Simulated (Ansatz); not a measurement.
# N on Ni(111): change of the work function, part 2 of 3

Wanted: Δφ(θ) for N/Ni(111), starting from the fcc site.

Ansatz 0.2.0; plane-wave DFT, PBE, Ansatz PAW.

So far, work function, upper face (eV): step 2 (the clean slab) 5.07.

## (3) The covered slab, k-mesh 6×6×1, coverage 0.25 ML

System of this step: Ni16N (N/Ni(111)). The cell holds 17 atoms: 16 Ni and 1 N. Cell: a = 4.978 Å, b = 4.978 Å, c = 25.466 Å, α = 90.0°, β = 90.0°, γ = 60.0°. Vacuum lies along c.

The clean slab as it ended is repeated in the plane and the adsorbate is set on one face; the cell's size fixes the coverage, and the k-mesh shrinks with it to keep the sampling density about even. Adsorbate and upper layers relax, since the dipole depends on the height.

input.yaml

```yaml
crystal:
  lattice:
    - [4.9780317395, 0.0, 0.0]
    - [2.4890158698, 4.3111019473, 0.0]
    - [0.0, 0.0, 25.4661787581]
  atoms:
    - { symbol: Ni, position: [0.0, 0.0, 0.3534099122], spin: 0.7 }
    - { symbol: Ni, position: [0.1666666667, 0.1666666667, 0.4332127349], spin: 0.72 }
    - { symbol: Ni, position: [0.3333333333, 0.3333333333, 0.512750162], spin: 0.72 }
    - { symbol: Ni, position: [0.0, 0.0, 0.5914890611], spin: 0.7 }
    - { symbol: Ni, position: [0.0, 0.5, 0.3534099122], spin: 0.7 }
    - { symbol: Ni, position: [0.1666666667, 0.6666666667, 0.4332127349], spin: 0.72 }
    - { symbol: Ni, position: [0.3333333333, 0.8333333333, 0.512750162], spin: 0.72 }
    - { symbol: Ni, position: [0.0, 0.5, 0.5914890611], spin: 0.7 }
    - { symbol: Ni, position: [0.5, 0.0, 0.3534099122], spin: 0.7 }
    - { symbol: Ni, position: [0.6666666667, 0.1666666667, 0.4332127349], spin: 0.72 }
    - { symbol: Ni, position: [0.8333333333, 0.3333333333, 0.512750162], spin: 0.72 }
    - { symbol: Ni, position: [0.5, 0.0, 0.5914890611], spin: 0.7 }
    - { symbol: Ni, position: [0.5, 0.5, 0.3534099122], spin: 0.7 }
    - { symbol: Ni, position: [0.6666666667, 0.6666666667, 0.4332127349], spin: 0.72 }
    - { symbol: Ni, position: [0.8333333333, 0.8333333333, 0.512750162], spin: 0.72 }
    - { symbol: Ni, position: [0.5, 0.5, 0.5914890611], spin: 0.7 }
    - { symbol: "N", position: [0.1666666667, 0.1666666667, 0.6465900878] }
magnetization:
  spin_polarized: true
kpoints:
  mp_grid: { grid: [6, 6, 1] }
hamiltonian:
  xc: pbe
scf:
  occupations: { method: fermi_dirac, width: 0.1 }
  convergence: { dr2_threshold: 1.0e-08 }
efield:
  axis: 3
  dipole_correction: true
  ramp_position: 0.97
  ramp_width: 0.06
relax:
  f_tol: 0.02
  max_steps: 60
  constraints: [{ sites: [0, 1, 4, 5, 8, 9, 12, 13] }]
output:
  dos: { projected: true, e_range: [-8, 4] }
  write_potential: true
  write_density: true
  volumetric_format: npy
  elf: true
```

The run is started by

```sh
$ ansatz run input.yaml --threads 4 --pin off --max-ram 6144MiB --backend cpu --events-out ev --progress --plain --runs-dir out
```

Numbers of over 12 decimals in the logs are rounded to 6 here.

Output:

```text
[...]
Crystal: 17 atoms, lattice volume = 546.525 Å³
Basis set: ecut = 420 eV, 10663 PW (Γ), exchange–correlation on 72×72×360 points (8 copies of the dense FFT grid, shifted against one another)
Bands: 183, of which v1, the nominal top of the filled ones, is band 147 counted from 1 (146 counted from 0)
Symmetry: 6 space group operations
k-points: 7 of 36 (time reversal used)
[...]
Starting moments: Σ|m| = 11.36 μB on 16 of 17 sites
[...]
SCF iter   1: F=—  HF=-93800.303372 eV  |F-HF|=—  |Δ(HF+E_count)|=         —  Δρ=3.38e-2 (↑1.71e-2 ↓3.38e-2)  dr2=1.44e1  dr2_m=1.14e0  M=12.148 μB ∫|m|=12.729 μB  β_m=1.00  ethr=3.10e-3  p=-0.000 e·Å  D=-9.15e-7 V/Å  ΔV_dip=0.00 eV  dr2_dipole=2.05e0  V_vac-E_F(+/−)=7.35/7.35 eV  ⟨swp⟩=8.8  Hψ=12488  notcnv=0  defer=177
[...]
SCF iter  22: F=-93813.819961 eV  HF=-93813.819961 eV  |F-HF|=1.66e-9  |Δ(HF+E_count)|=  2.91e-10  Δρ=2.82e-7 (↑1.29e-7 ↓2.82e-7)  dr2=1.67e-9  dr2_m=5.53e-11  M=9.708 μB ∫|m|=11.006 μB  ethr=3.41e-12  p=-0.153 e·Å  D=-5.08e-2 V/Å  ΔV_dip=1.29 eV  dr2_dipole=2.61e-10  V_vac-E_F(+/−)=6.38/5.09 eV  ⟨swp⟩=14.7  Hψ=19282  notcnv=0
SCF 1 converged in 22 iterations: F = -93813.819961 eV  dr2 = 1.67e-9
[...]
relax step   1: F+E_penalty+E_count = -93813.81996114 eV  Δ(F+E_penalty+E_count) = +0.000e0 eV  max|allowed force component| = 4.417e0 eV/Å  Δτ_max = 0.0000 Å  (22 SCF iters, accepted)
[...]
SCF iter  16: F=-93814.381264 eV  HF=-93814.381264 eV  |F-HF|=4.41e-9  |Δ(HF+E_count)|=  5.82e-10  Δρ=5.41e-7 (↑6.05e-8 ↓5.41e-7)  dr2=3.85e-9  dr2_m=3.57e-10  M=9.313 μB ∫|m|=10.581 μB  ethr=1.00e-12  p=-0.127 e·Å  D=-4.19e-2 V/Å  ΔV_dip=1.07 eV  dr2_dipole=8.16e-10  V_vac-E_F(+/−)=6.15/5.09 eV  ⟨swp⟩=11.7  Hψ=16284  notcnv=0
SCF 2 converged in 16 iterations: F = -93814.381264 eV  dr2 = 3.85e-9
relax step   2: F+E_penalty+E_count = -93814.38126424 eV  Δ(F+E_penalty+E_count) = -5.613e-1 eV  max|allowed force component| = 3.331e0 eV/Å  Δτ_max = 0.1294 Å  (16 SCF iters, accepted)
SCF iter   1: F=—  HF=-93815.022523 eV  |F-HF|=—  |Δ(HF+E_count)|=         —  Δρ=8.78e-3 (↑8.78e-3 ↓6.76e-3)  dr2=7.55e-1  dr2_m=9.62e-2  M=8.824 μB ∫|m|=10.114 μB  β_m=1.00  ethr=2.00e-3  p=-0.127 e·Å  D=-4.19e-2 V/Å  ΔV_dip=1.07 eV  dr2_dipole=3.44e-2  V_vac-E_F(+/−)=6.13/5.06 eV  ⟨swp⟩=4.0  Hψ=5620  notcnv=0  defer=229
[...]
SCF iter  15: F=-93814.869937 eV  HF=-93814.869937 eV  |F-HF|=1.30e-9  |Δ(HF+E_count)|=   2.87e-8  Δρ=2.95e-7 (↑1.81e-7 ↓2.95e-7)  dr2=1.49e-9  dr2_m=9.12e-11  M=8.615 μB ∫|m|=9.874 μB  ethr=1.38e-12  p=-0.072 e·Å  D=-2.39e-2 V/Å  ΔV_dip=0.61 eV  dr2_dipole=2.52e-10  V_vac-E_F(+/−)=5.69/5.08 eV  ⟨swp⟩=12.1  Hψ=18349  notcnv=0
SCF 3 converged in 15 iterations: F = -93814.869937 eV  dr2 = 1.49e-9
relax step   3: F+E_penalty+E_count = -93814.86993687 eV  Δ(F+E_penalty+E_count) = -4.887e-1 eV  max|allowed force component| = 4.322e-1 eV/Å  Δτ_max = 0.1949 Å  (15 SCF iters, accepted)
[...]
relax step   4: F+E_penalty+E_count = -93814.88706011 eV  Δ(F+E_penalty+E_count) = -1.712e-2 eV  max|allowed force component| = 1.324e-1 eV/Å  Δτ_max = 0.0202 Å  (14 SCF iters, accepted)
SCF iter   1: F=—  HF=-93814.892076 eV  |F-HF|=—  |Δ(HF+E_count)|=         —  Δρ=1.08e-3 (↑1.08e-3 ↓1.04e-3)  dr2=6.47e-3  dr2_m=2.59e-3  M=8.606 μB ∫|m|=9.863 μB  β_m=1.00  ethr=4.71e-5  p=-0.074 e·Å  D=-2.45e-2 V/Å  ΔV_dip=0.62 eV  dr2_dipole=2.43e-4  V_vac-E_F(+/−)=5.70/5.08 eV  ⟨swp⟩=3.1  Hψ=4696  notcnv=0  defer=253
[...]
SCF iter  13: F=-93814.891795 eV  HF=-93814.891795 eV  |F-HF|=3.06e-10  |Δ(HF+E_count)|=   2.92e-8  Δρ=7.13e-7 (↑2.31e-7 ↓7.13e-7)  dr2=4.89e-9  dr2_m=5.57e-10  M=8.586 μB ∫|m|=9.843 μB  ethr=1.00e-12  p=-0.073 e·Å  D=-2.41e-2 V/Å  ΔV_dip=0.61 eV  dr2_dipole=8.90e-11  V_vac-E_F(+/−)=5.69/5.08 eV  ⟨swp⟩=11.1  Hψ=18844  notcnv=0
SCF 5 converged in 13 iterations: F = -93814.891795 eV  dr2 = 4.89e-9
relax step   5: F+E_penalty+E_count = -93814.89179517 eV  Δ(F+E_penalty+E_count) = -4.735e-3 eV  max|allowed force component| = 1.338e-2 eV/Å  Δτ_max = 0.0246 Å  (13 SCF iters, accepted)
NSCF: frozen V_eff on 7 k-points
[...]
SCF converged after 13 iterations
Magnetization: 8.5860 μB (150.7930 up, 142.2070 down)
Absolute magnetization: 9.8522 μB (∫|ρ↑−ρ↓|, with the PAW one-centre terms)
[...]
Per-site moments (μB) at R_I (Å): [(0.708296, 1.026719), (0.723962, 1.020810), (0.659149, 1.006982), (0.105835, 0.723895), (0.708296, 1.026719), (0.701274, 1.020806), (0.659149, 1.006982), (0.105835, 0.723895), (0.708296, 1.026719), (0.701274, 1.020806), (0.659149, 1.006982), (0.105835, 0.723895), (0.720387, 1.026719), (0.701274, 1.020806), (0.508944, 1.026798), (0.625571, 1.006982), (-0.010595, 0.723895)]
Free energy (F): -93814.891795 eV
[...]
Internal energy: -93813.967019 eV  (E = F + TS)
E sigma→0 (E₀):  -93814.429407 eV
Entropy (-TS):   -0.924777 eV (-54.399 meV/atom)
Fermi energy:    2.334478 eV
Dipole field:    D = -0.024115 V/Å  (p = -0.072836 e·Å, saw-weighted, corrected)
Work function:   Φ+ = 5.6933 eV   Φ− = 5.0792 eV
[...]
--- Forces (eV/Å), atoms counted from 1 ---
  atom   1  Ni    -0.01689634    -0.00975511     0.14909835
  atom   2  Ni    -0.00000000    -0.00000000    -0.16045357
  atom   3  Ni    -0.00406452    -0.00234665    -0.01106174
  atom   4  Ni     0.01158589     0.00668912     0.01127292
  atom   5  Ni     0.00000000     0.01951021     0.14909835
  atom   6  Ni    -0.02349366     0.01356407    -0.14910794
  atom   7  Ni     0.00000000     0.00469331    -0.01106174
  atom   8  Ni    -0.00000000    -0.01337824     0.01127292
  atom   9  Ni     0.01689634    -0.00975511     0.14909835
  atom  10  Ni    -0.00000000    -0.02712814    -0.14910794
  atom  11  Ni     0.00406452    -0.00234665    -0.01106174
  atom  12  Ni    -0.01158589     0.00668912     0.01127292
  atom  13  Ni     0.00000000    -0.00000000     0.14839435
  atom  14  Ni     0.02349366     0.01356407    -0.14910794
  atom  15  Ni    -0.00000000     0.00000000     0.00606493
  atom  16  Ni     0.00000000     0.00000000     0.01332367
  atom  17  N     -0.00000000     0.00000000    -0.00793820
  max |Σ_I F_I| component: 4.03e-6 eV/Å
--- Band table (eV; the first three rows and the last of 14) ---
  k-point 0 ↑: bands = [... 143 lower, 1.9236, 1.9289, 1.9653, 2.0104, 2.0104, 2.0460, 2.0772, 2.3186, ... 32 higher]
  k-point 1 ↑: bands = [... 143 lower, 1.7910, 1.8027, 1.8199, 1.8459, 1.8975, 1.9166, 2.4033, 2.4865, ... 32 higher]
  k-point 2 ↑: bands = [... 143 lower, 1.7064, 1.7135, 1.7510, 1.7812, 1.7949, 1.8274, 1.9473, 2.3068, ... 32 higher]
  k-point 6 ↓: bands = [... 143 lower, 2.3231, 2.3232, 2.3370, 2.3602, 2.3771, 2.3812, 2.3971, 2.4120, ... 32 higher]
--- Relaxed structure (5 steps of the walk, 5 accepted, 0 SCFs on fresh bases) ---
  F+E_penalty+E_count = -93814.89179517 eV   max|allowed force component| = 1.338e-2 eV/Å
  atoms:
    - { symbol: Ni, position: [-1.7959490104491825e-17, -1.7959490104491818e-17, 0.353410] }
    - { symbol: Ni, position: [0.166667, 0.166667, 0.433213] }
    - { symbol: Ni, position: [0.333335, 0.333335, 0.512325] }
    - { symbol: Ni, position: [-0.00224108, -0.00224108, 0.594968] }
    - { symbol: Ni, position: [0.0, 0.500000, 0.353410] }
    - { symbol: Ni, position: [0.166667, 0.666667, 0.433213] }
    - { symbol: Ni, position: [0.333335, 0.833331, 0.512325] }
    - { symbol: Ni, position: [-0.00224108, 0.504482, 0.594968] }
    - { symbol: Ni, position: [0.500000, -1.7959490104491818e-17, 0.353410] }
    - { symbol: Ni, position: [0.666667, 0.166667, 0.433213] }
    - { symbol: Ni, position: [0.833331, 0.333335, 0.512325] }
    - { symbol: Ni, position: [0.504482, -0.00224108, 0.594968] }
    - { symbol: Ni, position: [0.5, 0.500000, 0.353410] }
    - { symbol: Ni, position: [0.666667, 0.666667, 0.433213] }
    - { symbol: Ni, position: [0.833333, 0.833333, 0.513541] }
    - { symbol: Ni, position: [0.5, 0.500000, 0.589816] }
    - { symbol: N, position: [0.166667, 0.166667, 0.633416] }
```

Run time: 5.8 min. Hardware: 4 threads of Arm Neoverse V2, shared host; peak memory 2.9 GiB; 22 min of CPU time.

Relaxation path:

```
step  energy less that of the first step (eV)  largest force component (eV/Å)
   1                                   0.0000                          4.4170
   2                                  -0.5613                          3.3310
   3                                  -1.0500                          0.4322
   4                                  -1.0671                          0.1324
   5                                  -1.0718                          0.0134
```

The run keeps the 6 symmetry operations that it works with, so distortions that break them were not tested.

The atoms that moved most (Å):

```
atom      dx      dy      dz  length
 N17   0.000   0.000  -0.335   0.335
Ni12   0.017  -0.010   0.089   0.091
 Ni4  -0.017  -0.010   0.089   0.091
 Ni8   0.000   0.019   0.089   0.091
Ni16   0.000   0.000  -0.043   0.043
Ni15   0.000   0.000   0.020   0.020
 Ni7   0.000   0.000  -0.011   0.011
Ni11   0.000   0.000  -0.011   0.011
```

Final coordinates:

```xyz
17
Lattice="4.9780 0.0000 0.0000 2.4890 4.3111 0.0000 0.0000 0.0000 25.4662" Properties=species:S:1:pos:R:3
Ni    0.0000    0.0000    9.0000
Ni    1.2445    0.7185   11.0323
Ni    2.4890    1.4370   13.0470
Ni   -0.0167   -0.0097   15.1516
Ni    1.2445    2.1556    9.0000
Ni    2.4890    2.8741   11.0323
Ni    3.7335    3.5926   13.0470
Ni    1.2445    2.1749   15.1516
Ni    2.4890    0.0000    9.0000
Ni    3.7335    0.7185   11.0323
Ni    4.9780    1.4370   13.0470
Ni    2.5058   -0.0097   15.1516
Ni    3.7335    2.1556    9.0000
Ni    4.9780    2.8741   11.0323
Ni    6.2225    3.5926   13.0779
Ni    3.7335    2.1556   15.0204
N     1.2445    0.7185   16.1307
```

Numbers from this step:

| Property | Result |
| --- | --- |
| energy at zero smearing | -93814.4294 eV |
| total moment | 8.586 μB |
| work function, upper face | 5.693 eV |
| work function, lower face | 5.079 eV |
| dipole along the normal | -0.07284 e·Å |
| step between the vacuum levels | 0.6141 eV |

Running mean over 2.032 Å of the planar mean; the ramp of the sawtooth is left out. Table of electron's electrostatic potential energy less the Fermi level by z:

z (Å), electron's electrostatic potential energy less the Fermi level (eV) and a bar from the least value:
```
      3.0        5.1 #############################
      3.5        5.1 #############################
      4.0        5.1 #############################
      4.5        5.1 #############################
      5.0        5.1 #############################
      5.5        5.1 #############################
      6.0        5.0 #############################
      6.5        4.9 #############################
      7.0        4.4 ############################
      7.5        2.3 ########################
      8.0       -3.2 ##############
      8.5       -8.4 ####
      9.0      -10.0 #
      9.5      -10.3 #
     10.0      -10.3 #
     10.5      -10.3 #
     11.0      -10.4 #
     11.5      -10.4 #
     12.0      -10.5 #
     12.5      -10.4 #
     13.0      -10.3 #
     13.5      -10.2 #
     14.0      -10.0 ##
     14.5      -10.2 #
     15.0      -10.8 
     15.5      -10.5 #
     16.0       -6.2 ########
     16.5       -0.1 ###################
     17.0        3.5 ##########################
     17.5        5.1 #############################
     18.0        5.6 ##############################
     18.5        5.7 ##############################
     19.0        5.7 ##############################
     19.5        5.7 ##############################
     20.0        5.7 ##############################
     20.5        5.7 ##############################
     21.0        5.7 ##############################
     21.5        5.7 ##############################
     22.0        5.7 ##############################
```

The density of states has structure finer than the step of the table below, so its rows give means over 0.25 eV, whole bins alone (the curve runs from -8 to 1.98 eV). Peaks (eV: height): total -2.290: 63.9, -2.140: 60.0, -1.800: 58.9, -1.620: 74.5, -1.560: 61.4, -0.750: 63.4, -0.660: 61.1; up -2.680: 34.4, -2.290: 46.6, -2.140: 42.0, -1.980: 36.9, -1.620: 49.7, -1.320: 38.5, -0.750: 43.5; down -1.560: 27.5, -1.470: 39.3, -1.350: 37.9, -1.200: 33.0, -0.780: 40.3, 0.000: 32.0, 0.300: 39.3.

The density of states by energy, zero at the Fermi level; means over each step; values in states/eV a cell:

```
energy (eV)  total     up   down
      -7.75  0.946  0.477  0.468
      -7.50  0.965  0.483  0.481
      -7.25   1.05  0.529  0.525
      -7.00   2.57   1.29   1.28
      -6.75   1.86  0.945  0.913
      -6.50   2.77   1.39   1.38
      -6.25   3.37   1.73   1.65
      -6.00   2.20   1.19   1.01
      -5.75   4.00   2.08   1.91
      -5.50   6.87   4.01   2.87
      -5.25   10.2   4.63   5.58
      -5.00   5.66   3.67   1.99
      -4.75   9.07   4.30   4.77
      -4.50   10.2   6.34   3.90
      -4.25   11.7   8.92   2.81
      -4.00   18.8   9.57   9.22
      -3.75   20.3   15.3   4.98
      -3.50   22.3   12.6   9.70
      -3.25   27.5   14.2   13.4
      -3.00   27.8   14.8   13.0
      -2.75   29.8   18.5   11.3
      -2.50   32.9   19.0   13.9
      -2.25   44.0   28.9   15.1
      -2.00   43.0   23.1   19.9
      -1.75   41.1   18.4   22.7
      -1.50   51.2   25.0   26.2
      -1.25   46.5   25.5   21.0
      -1.00   42.7   24.8   17.8
      -0.75   52.0   31.5   20.6
      -0.50   37.4   17.9   19.5
      -0.25   25.3   3.96   21.4
       0.00   31.4   8.12   23.2
       0.25   24.8   4.15   20.6
       0.50   11.8   2.76   9.01
       0.75   5.24   1.75   3.49
       1.00   7.85   5.56   2.29
       1.25   5.53   1.96   3.58
       1.50   4.86   1.77   3.09
       1.75   4.76   1.92   2.85
```

Projected DOS per atom over height of the atomic layer and energy from the Fermi level. Layers: Ni4 Ni4 Ni4 Ni4 N from below.

Ten even steps from '_' (0.01 states/eV) to '@' (3.45 states/eV), each cell a mean:
```
________..
________..
..______..
::::::::::
++++====..
##**####__
@@####%%__
@@######__
%%****##__
####****__
==++++++__
--==++==__
::====::__
..----..__
..::....--
______..++
______::**
__________
__________
__________
__________
__________
```
Columns: height of the atomic layer (Å) from 9 to 16.1 (not evenly spaced); rows upwards: energy from the Fermi level (eV) from -7.96 to 1.95.

Projected DOS per atom, spin up over height of the atomic layer and energy from the Fermi level. Layers: Ni4 Ni4 Ni4 Ni4 N from below.

Values in states/eV, 22 rows by 5 columns, each cell a mean:
```
0.08 0.07 0.06 0.12 0.18
0.10 0.10 0.07 0.10 0.17
0.18 0.16 0.17 0.17 0.32
0.12 0.10 0.13 0.30 0.48
0.21 0.21 0.26 0.39 0.38
1.11 1.19 1.42 1.22 0.18
2.02 1.58 1.48 1.61 0.14
1.61 1.09 1.33 1.40 0.16
1.61 1.03 0.93 1.19 0.16
1.77 1.53 1.43 1.37 0.11
0.88 1.11 1.09 0.95 0.16
0.77 0.73 0.84 0.79 0.12
0.66 1.16 1.05 0.56 0.18
0.36 0.81 0.62 0.27 0.15
0.23 0.46 0.38 0.28 0.52
0.12 0.16 0.16 0.27 0.88
0.10 0.12 0.13 0.36 1.17
0.05 0.11 0.10 0.09 0.17
0.06 0.08 0.08 0.09 0.14
0.05 0.08 0.09 0.05 0.05
0.01 0.05 0.05 0.01 0.01
0.01 0.05 0.05 0.01 0.01
```
Columns: height of the atomic layer (Å) from 9 to 16.1 (not evenly spaced); rows upwards: energy from the Fermi level (eV) from -7.96 to 1.95.

Projected DOS per atom, spin down over height of the atomic layer and energy from the Fermi level. Layers: Ni4 Ni4 Ni4 Ni4 N from below.

Values in states/eV, 22 rows by 5 columns, each cell a mean:
```
0.11 0.12 0.09 0.10 0.18
0.19 0.16 0.18 0.16 0.26
0.20 0.15 0.14 0.14 0.24
0.73 0.76 0.79 0.55 0.55
1.77 1.60 1.47 1.04 0.26
1.57 1.14 1.34 1.24 0.16
1.27 0.98 1.17 1.34 0.17
1.84 1.32 1.20 1.20 0.15
1.32 1.15 1.16 1.36 0.15
0.77 0.93 0.92 0.99 0.13
0.66 0.78 0.68 0.87 0.12
0.46 0.91 0.93 0.86 0.17
0.31 0.52 0.50 0.34 0.11
0.24 0.51 0.45 0.27 0.18
0.17 0.25 0.22 0.27 0.58
0.09 0.11 0.11 0.25 0.86
0.08 0.09 0.11 0.35 1.20
0.05 0.10 0.09 0.09 0.16
0.06 0.07 0.08 0.09 0.14
0.05 0.07 0.09 0.05 0.05
0.01 0.05 0.05 0.01 0.01
0.01 0.05 0.04 0.01 0.01
```
Columns: height of the atomic layer (Å) from 9 to 16.1 (not evenly spaced); rows upwards: energy from the Fermi level (eV) from -7.96 to 1.95.

Site moment by atom:

```
atom  site moment (μB)
 Ni1             0.708
 Ni2             0.724
 Ni3             0.659
 Ni4             0.106
 Ni5             0.708
 Ni6             0.701
 Ni7             0.659
 Ni8             0.106
 Ni9             0.708
Ni10             0.701
Ni11             0.659
Ni12             0.106
Ni13             0.720
Ni14             0.701
Ni15             0.509
Ni16             0.626
 N17            -0.011
```

Spin density in the ca plane at fractional y = 0.167, with atoms of Ni and N within 0.2 Å of it.

Ten even steps from '0' (0.0 e/Å³) to '9' (1.9 e/Å³), each cell a mean:
```
00000000000000000000000000000000000000000000
00000000000000000000000000000000000000000000
00000000010000000000000000000000000000000000
00000000175000000000000000000000000000000000
00000000176000000000000000000000000000000000
00000000011000000000000000000000000000000000
00000000000000000000000000000000000000000000
00000000000000000000000000000000000000000000
00000000000000000000000000000000000000000000
00000000032000000000000000000000000000000000
00000000298100000000000000000000000000000000
00000000143000000000000000000000000000000000
00000000000000000000000000000000000000000000
```
Columns run along c (16.0 Å, from fractional 0.30 to 0.93 of the cell), rows up along a (5.0 Å). Atoms in or near the plane, at fractional coordinates: Ni at (0.43, 0.17), Ni at (0.43, 0.67), N at (0.63, 0.17).

Valence density in the ca plane at fractional y = 0.167, with atoms of Ni and N within 0.2 Å of it. It is the smooth field of the valence electrons, not physical close to the nuclei.

Ten steps, logarithmic in the rise over the least value, from '0' (0 e/Å³) to '9' (39 e/Å³), each cell a mean:
```
00123211111111232111232110000000000000000000
00123211111111232111232100000000000000000000
00111111355211111111111000000000000000000000
00011112698411111000110000000000000000000000
00011112699511111000110000000000000000000000
00111111465311111101111000000000000000000000
00122211122111222111221100000000000000000000
00123211111111232111232100000000000000000000
00122111233111222111222221000000000000000000
00011112577311111000113442100000000000000000
00011112699511110000123443100000000000000000
00011112587411111000123443100000000000000000
00112111233111121111122221000000000000000000
```
Columns run along c (16.0 Å, from fractional 0.30 to 0.93 of the cell), rows up along a (5.0 Å). Atoms in or near the plane, at fractional coordinates: Ni at (0.43, 0.17), Ni at (0.43, 0.67), N at (0.63, 0.17).

(Continued in part 3 of 3.)

[Logs are printed without paths, hosts, clocks, repeated set-up lines and the standing remarks that a program may print on its own settings, such as how far it seeks lower states.]

[Hosts, paths, dates, database ids (printed as entryN), source tags and the programs' standing remarks are cut or masked in the printed files.]

[Maps of the electrostatic potential energy from Ansatz leave out the sawtooth potential of an applied field or a dipole correction, so their vacuum need not be flat; planar profiles and work functions include it.]
